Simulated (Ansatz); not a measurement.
# ZnS (Wurtzite-4H) (P6_3mc) in Ansatz: reference runs

Reference runs on ZnS (Wurtzite-4H): the cell as given.

Everything below comes from runs of Ansatz 0.2.0. Logs are shortened: lines on timing, memory, paths and dates and some standing lists are left out, and cuts for length are marked.

**What was measured.**

A printed reference work, monograph reports, for a bulk crystal of ZnS at 4 K: band gap 3.911 eV (direct).

How close the calculation comes is told below.

### 1 The crystal as given

The structure is hexagonal, space group P6_3mc (No. 186). The conventional cell has a = 3.823 Å, b = 3.823 Å, c = 12.520 Å, α = 90.00°, β = 90.00°, γ = 120.00°. Zn (site symmetry 3m) is surrounded by 4 S at 2.34 to 2.35 Å. Zn (site symmetry 3m) is surrounded by 4 S at 2.34 to 2.35 Å. S (site symmetry 3m) has 4 Zn at 2.34 to 2.35 Å as nearest neighbours. S (site symmetry 3m) is surrounded by 4 Zn at 2.34 to 2.35 Å.

### 2 Single point, PBEsol

File input.yaml:

```yaml
crystal:
  lattice:
    - [3.8227, 0.0, 0.0]
    - [-1.91135, 3.310555311, 0.0]
    - [0.0, 0.0, 12.52]
  atoms:
    - { symbol: Zn, position: [0.6666666667, 0.3333333333, 0.75] }
    - { symbol: Zn, position: [0.3333333333, 0.6666666667, 0.25] }
    - { symbol: Zn, position: [0.0, 0.0, 0.5] }
    - { symbol: Zn, position: [0.0, 0.0, 0.0] }
    - { symbol: S, position: [0.6666666667, 0.3333333333, 0.9375] }
    - { symbol: S, position: [0.3333333333, 0.6666666667, 0.4375] }
    - { symbol: S, position: [0.0, 0.0, 0.6875] }
    - { symbol: S, position: [0.0, 0.0, 0.1875] }
kpoints:
  mp_grid: { grid: [8, 8, 3] }
scf:
  occupations: { method: fermi_dirac, width: 0.05 }
hamiltonian:
  xc: pbesol
  pseudopotentials: { kind: all_electron, lapw: { basis_error: 0.001 } }
output:
  forces: true
  stress: true
  eigenvalues: true
  populations: true
```

Potentials or basis: all-electron LAPW, scalar-relativistic.

On the command line:

```console
$ ansatz run input.yaml --threads 4 --pin off --max-ram 12288MiB --backend cpu --events-out ev --progress --plain --runs-dir out
```

The log of the run:

```text
Warning: RAYON_NUM_THREADS=4 ignored (pool sized by the plan → 4); use --threads N
Zn: projections on atomic orbitals take those of the free atom 1s2 2s2 2p6 3s2 3p6 3d10 4s2, of charge +0.00 (hamiltonian.pseudopotentials.projection_atoms)
S: projections on atomic orbitals take those of the free atom 1s2 2s2 2p6 3s2 3p4, of charge +0.00 (hamiltonian.pseudopotentials.projection_atoms)
LAPW: plane waves up to 8.575 Å⁻¹, error target 1.0e-3 eV per atom; small_component_spin mean_spin; S in spheres of 1.039 Å, 14 of its electrons in bands, Dirac shells []; Zn in spheres of 1.302 Å, 20 of its electrons in bands, Dirac shells [] (how accurate: hamiltonian.pseudopotentials.lapw.basis_error, Limitations)
Engine: ansatz 0.2.0, x86_64-unknown-linux-gnu
Pseudopotentials: kind: all_electron
Pseudopotential: Zn, LAPW, valence charge 20, lapw/all_electron/scalar/gaussian/Zn, Koelling and Harmon's equation, gaussian nucleus
Pseudopotential: S, LAPW, valence charge 14, lapw/all_electron/scalar/gaussian/S, Koelling and Harmon's equation, gaussian nucleus
Functional definition: PBEsol
  exchange = pbesol_x
  correlation = pbesol_c
Crystal: 8 atoms, lattice volume = 158.444 Å³
Basis set: ecut = 280.1577120106425 eV, 1655 PW (Γ), exchange–correlation at level 2
Bands: 82, of which v1, the nominal top of the filled ones, is band 68 counted from 1 (67 counted from 0)
Symmetry: 12 space group operations
Space group: P63mc (ITA 186), of the structure as read, at distance tolerance 5.4e-5 Å
k-points: 20 of 192 (time reversal used)
Non-local potential: Zn, projectors of the file, none
Non-local potential: S, projectors of the file, none
Initial density: superposition of atomic densities (chi_scale 0.1, normalization cell, long waves kept (reshape's long-wave potential 0.00 eV rms))
Initial wavefunctions: plane waves of lowest kinetic energy (no species holds an atomic orbital)
Functional: x = pbesol(κ = 0.804, μ = 0.12345679012345678), c = pbesol(β = 0.046)
iter 1 solved again at ethr=2.72e-3 eV; its pass at ethr=1.00e-1 eV (dr2=3.70e0 eV) is discarded
SCF iter   1: F=—  HF=-238729.910105 eV  |F-HF|=—  |Δ(HF+E_count)|=         —  Δρ=3.82e-2  dr2=3.70e0  ethr=2.72e-3  ⟨swp⟩=2.0  Hψ=11033  notcnv=0
preconditioner: auto → Resta (q_TF=auto, 2.660 Å⁻¹)  ε∞=6.1  [insulator: Δε(μ)=2.263 eV  Ē_g=11.126 eV  σ=0.050 eV  W_gap=1.00  n_scr=52 (ndim 8)  ℏωp=25.0 eV  f_vac=0.112  D(μ)=0.00/eV (n_scr^D=0)  ε∞_Penn≈6.1]
SCF iter   2: F=—  HF=-238728.623048 eV  |F-HF|=—  |Δ(HF+E_count)|=    1.29e0  Δρ=1.72e-2  dr2=6.51e-1  ethr=2.72e-3  ⟨swp⟩=3.0  Hψ=4877  notcnv=0
SCF iter   3: F=—  HF=-238728.385334 eV  |F-HF|=—  |Δ(HF+E_count)|=   2.38e-1  Δρ=1.23e-2  dr2=3.47e-1  ethr=4.78e-4  ⟨swp⟩=2.0  Hψ=4792  notcnv=0
SCF iter   4: F=—  HF=-238728.238932 eV  |F-HF|=—  |Δ(HF+E_count)|=   1.46e-1  Δρ=5.13e-3  dr2=5.05e-2  ethr=2.55e-4  ⟨swp⟩=2.0  Hψ=4804  notcnv=0
iter 5 solved again at ethr=1.43e-6 eV; its pass at ethr=3.71e-5 eV (dr2=1.94e-3 eV) is discarded
SCF iter   5: F=—  HF=-238728.241878 eV  |F-HF|=—  |Δ(HF+E_count)|=         —  Δρ=9.85e-4  dr2=1.93e-3  ethr=1.43e-6  ⟨swp⟩=2.0  Hψ=7992  notcnv=0
the basis was enlarged: its passes take 583.0 KiB over the memory plan, 4 of 4 planned eigensolver slots
SCF iter   6: F=—  HF=-238728.243500 eV  |F-HF|=—  |Δ(HF+E_count)|=   1.62e-3  Δρ=3.56e-4  dr2=2.94e-4  ethr=1.42e-6  ⟨swp⟩=3.0  Hψ=4607  notcnv=0
SCF iter   7: F=—  HF=-238728.244046 eV  |F-HF|=—  |Δ(HF+E_count)|=   5.46e-4  Δρ=1.16e-4  dr2=4.41e-5  ethr=2.16e-7  ⟨swp⟩=3.0  Hψ=4845  notcnv=0
SCF iter   8: F=—  HF=-238728.243943 eV  |F-HF|=—  |Δ(HF+E_count)|=   1.03e-4  Δρ=7.86e-5  dr2=1.43e-5  ethr=3.24e-8  ⟨swp⟩=3.0  Hψ=5005  notcnv=0
SCF iter   9: F=—  HF=-238728.243965 eV  |F-HF|=—  |Δ(HF+E_count)|=   2.20e-5  Δρ=2.46e-5  dr2=1.25e-6  ethr=1.05e-8  ⟨swp⟩=3.0  Hψ=4876  notcnv=0
SCF iter  10: F=-238728.243966 eV  HF=-238728.243965 eV  |F-HF|=5.72e-8  |Δ(HF+E_count)|=   9.31e-7  Δρ=5.80e-6  dr2=7.17e-8  ethr=9.23e-10  ⟨swp⟩=3.0  Hψ=4792  notcnv=0
SCF 1 converged in 10 iterations: F = -238728.243966 eV  dr2 = 7.17e-8
SCF converged after 10 iterations
Free energy (F): -238728.243966 eV
Harris-Foulkes:  -238728.243965 eV  (|F-HF|=5.72e-8)
Internal energy: -238728.243966 eV  (E = F + TS)
E sigma→0 (E₀):  -238728.243966 eV
Fermi energy:    8.199291 eV
--- Per-component energies (eV) ---
  E_band       = -7532.005272
  E_kinetic    = 242474.942137
  E_xc         = -10367.949204
  E_electrostatic = -470835.236899  (all electrons and nuclei)
  E_smearing   = -0.000000  (= −TS)
  E_closure    = 0.000000  (closes the sum)
  E_atoms      = -238697.982451  (free atoms, spherical and without spin; not in F)
  Σ components = -238728.243966   (vs F -238728.243966, Δ=0.00e0)
  Basis errors (estimates in eV, not in F): energy 4.5e-4 per atom: plane waves 4.1e-4 (2.5e-4 summed), levels above the bands 3.7e-56, relativity 1.5e-8, radial functions 3.9e-5, core shells 2.0e-11; eigenvalues (radial functions only) 1.1e-6; not estimated: angular momenta, meshes, grids; target (lapw.basis_error) 1.0e-3; muffin-tin radii S 1.039 Å, Zn 1.302 Å
--- Forces (eV/Å), atoms counted from 1 ---
  atom   1  Zn     0.00000000     0.00000000     0.00529423
  atom   2  Zn     0.00000000    -0.00000000     0.00529423
  atom   3  Zn    -0.00000000     0.00000000     0.01920831
  atom   4  Zn    -0.00000000    -0.00000000     0.01920831
  atom   5  S      0.00000000     0.00000000     0.01518216
  atom   6  S      0.00000000    -0.00000000     0.01518216
  atom   7  S      0.00000000    -0.00000000    -0.03969137
  atom   8  S      0.00000000     0.00000000    -0.03969137
  max |Σ_I F_I| component: 1.34e-5 eV/Å
--- Stress (GPa, compression-positive) ---
       -2.165342       0.000000       0.000000
        0.000000      -2.165342      -0.000000
        0.000000       0.000000      -2.313538
  P = ⅓ Tr σ = -2.2147 GPa (-22.147 kbar)
--- Band table (eV; the first three rows and the last of 20) ---
  k-point 0: bands = ["-197.1344", "-197.1344", "-197.1202", "-197.1202", "-142.1886", "-142.1886", "-142.1877", "-142.1877", "-142.1877", "-142.1877", "-142.1747", "-142.1747", "-142.1732", "-142.1732", "-142.1732", "-142.1732", "-117.3920", "-117.3920", "-117.3832", "-117.3832", "-71.7226", "-71.7226", "-71.7226", "-71.7226", "-71.7218", "-71.7218", "-71.7140", "-71.7140", "-71.7133", "-71.7133", "-71.7133", "-71.7133", "-5.9711", "-5.5504", "-5.5384", "-5.0337", "0.8066", "0.8104", "0.8104", "0.8335", "0.8466", "0.8481", "0.8481", "0.8722", "0.8722", "0.9069", "0.9069", "1.2773", "1.2773", "1.2844", "1.2844", "1.3147", "1.3147", "1.3304", "1.3304", "1.4916", "1.8282", "4.2802", "4.2957", "6.2873", "6.2873", "6.6888", "6.6888", "6.7073", "6.7073", "7.1249", "7.1653", "7.1653", "9.1596", "10.2377", "10.4345", "10.6731", "13.3973", "13.3973", "13.5126", "13.7035", "13.7035", "13.8173", "13.9431", "14.1831", "14.1831", "14.3405"]
  k-point 1: bands = ["-197.1344", "-197.1344", "-197.1202", "-197.1202", "-142.1886", "-142.1886", "-142.1877", "-142.1877", "-142.1877", "-142.1877", "-142.1747", "-142.1747", "-142.1732", "-142.1732", "-142.1732", "-142.1732", "-117.3920", "-117.3920", "-117.3832", "-117.3832", "-71.7226", "-71.7226", "-71.7226", "-71.7226", "-71.7218", "-71.7218", "-71.7140", "-71.7140", "-71.7133", "-71.7133", "-71.7133", "-71.7133", "-5.9177", "-5.7663", "-5.3019", "-5.1085", "0.8041", "0.8058", "0.8169", "0.8169", "0.8337", "0.8337", "0.8858", "0.8858", "0.9010", "0.9010", "0.9505", "1.1893", "1.2792", "1.2792", "1.2828", "1.2828", "1.3186", "1.3186", "1.3265", "1.3265", "2.3583", "3.2362", "5.4280", "6.3399", "6.3399", "6.4871", "6.4871", "6.5231", "6.9228", "6.9228", "7.0982", "7.0982", "9.6636", "10.2917", "10.2978", "10.4792", "13.3470", "13.3881", "13.4789", "13.4789", "13.6372", "13.6372", "14.1943", "14.1943", "14.2787", "14.2787"]
  k-point 2: bands = ["-197.1344", "-197.1344", "-197.1202", "-197.1202", "-142.1886", "-142.1886", "-142.1877", "-142.1877", "-142.1877", "-142.1877", "-142.1747", "-142.1747", "-142.1732", "-142.1732", "-142.1732", "-142.1732", "-117.3920", "-117.3920", "-117.3832", "-117.3832", "-71.7226", "-71.7226", "-71.7226", "-71.7226", "-71.7218", "-71.7218", "-71.7140", "-71.7140", "-71.7134", "-71.7134", "-71.7133", "-71.7133", "-5.8658", "-5.4633", "-5.4513", "-4.9753", "0.7990", "0.8137", "0.8283", "0.8311", "0.8322", "0.8736", "0.8865", "0.8976", "0.8986", "0.9195", "0.9375", "1.2603", "1.2688", "1.2718", "1.2927", "1.2929", "1.3132", "1.3166", "1.3364", "1.5307", "1.9826", "4.2353", "4.2522", "5.5250", "6.0289", "6.0427", "6.0787", "6.3145", "6.4990", "6.5112", "6.9914", "7.0355", "9.9688", "10.9364", "11.0769", "11.3400", "12.8620", "12.9555", "13.2113", "13.6694", "13.7067", "13.9686", "14.0924", "14.1363", "14.4931", "14.7501"]
  k-point 19: bands = ["-197.1344", "-197.1344", "-197.1202", "-197.1202", "-142.1886", "-142.1886", "-142.1877", "-142.1877", "-142.1877", "-142.1877", "-142.1747", "-142.1747", "-142.1732", "-142.1732", "-142.1732", "-142.1732", "-117.3920", "-117.3920", "-117.3832", "-117.3832", "-71.7227", "-71.7227", "-71.7227", "-71.7227", "-71.7217", "-71.7217", "-71.7140", "-71.7140", "-71.7135", "-71.7135", "-71.7134", "-71.7134", "-4.8702", "-4.8417", "-4.7715", "-4.7486", "0.8722", "0.8793", "0.9550", "0.9770", "0.9956", "1.0058", "1.0500", "1.0783", "1.1698", "1.1781", "1.2140", "1.2367", "1.2750", "1.2816", "1.3048", "1.3211", "1.5125", "1.5411", "1.5903", "1.6120", "2.3801", "2.4361", "2.6407", "2.7054", "3.8860", "3.9878", "4.5268", "4.6982", "4.9874", "5.3625", "5.6845", "5.6909", "11.4506", "11.5125", "11.9086", "12.3814", "12.9510", "13.0252", "13.3556", "13.7241", "14.3515", "14.6183", "14.9176", "15.5767", "16.0638", "16.1746"]
--- Löwdin populations: 8 sites ---
  site symbol       q [e]
     0     Zn     28.7343
     1     Zn     28.7343
     2     Zn     28.7333
     3     Zn     28.7333
     4      S     17.0473
     5      S     17.0473
     6      S     17.0465
     7      S     17.0465
  spilling = 0.004767 (of n_electrons = 184.000000)
```

Run time: 44 s. Hardware: 4 threads of Intel Xeon Platinum 8259CL at 2.50GHz (Skylake/Cascade Lake), shared host; peak memory 1 GiB.

What came out:

- Free energy: -238728.2440 eV
- Pressure: -2.2 GPa
- Largest force: 0.040 eV/Å
- Band gap on the k mesh: 1.99 eV, direct
- Loewdin charges: Zn +1.27; S -1.05 e

Forces on the atoms (eV/Å):
```
Zn   0.000  0.000  0.005
Zn   0.000  0.000  0.005
Zn   0.000  0.000  0.019
Zn   0.000  0.000  0.019
S    0.000  0.000  0.015
S    0.000  0.000  0.015
S    0.000  0.000 -0.040
S    0.000  0.000 -0.040
```

Levels at points of the mesh, in eV from the valence-band top:
```tsv
k point	band 65	band 66	band 67	band 68	band 69	band 70	band 71	band 72
(0.00, 0.00, 0.00)	-0.46	-0.04	0.00	0.00	1.99	3.07	3.27	3.51
(0.00, -0.50, 0.00)	-1.60	-1.58	-1.12	-0.88	3.18	3.22	3.64	4.22
```

Caveat: the atomic charges don't sum to the cell's charge.

### 3 Equation of state, PBEsol

Potentials or basis: all-electron LAPW, scalar-relativistic.

This step only gathers the single runs of the series.

Results:

```
Equilibrium volume                        : 19.22 Å³/atom
Bulk modulus at fixed shape and positions : 79 GPa
Pressure derivative of the bulk modulus   : 4.5
```

Energy against volume, from the lowest point:
```tsv
volume (Å³/atom)	energy (meV/atom)
18.617	4.41
19.013	0.08
19.409	0.00
19.805	3.72
20.202	10.84
20.598	21.00
20.994	33.87
```

Caveat: the cell was scaled at fixed shape and fractional positions, which overstates the stiffness of a crystal with free parameters, most of all of layers and chains.

### 4 How close it comes

Step 2. Measured gap of ZnS: 3.911 eV (direct; 4 K; a printed reference work, monograph). This calculation gives 1.99 eV (-1.92 eV). The value is that of PBEsol, without temperature or zero-point motion. Semilocal functionals fall short of measured gaps as a rule.
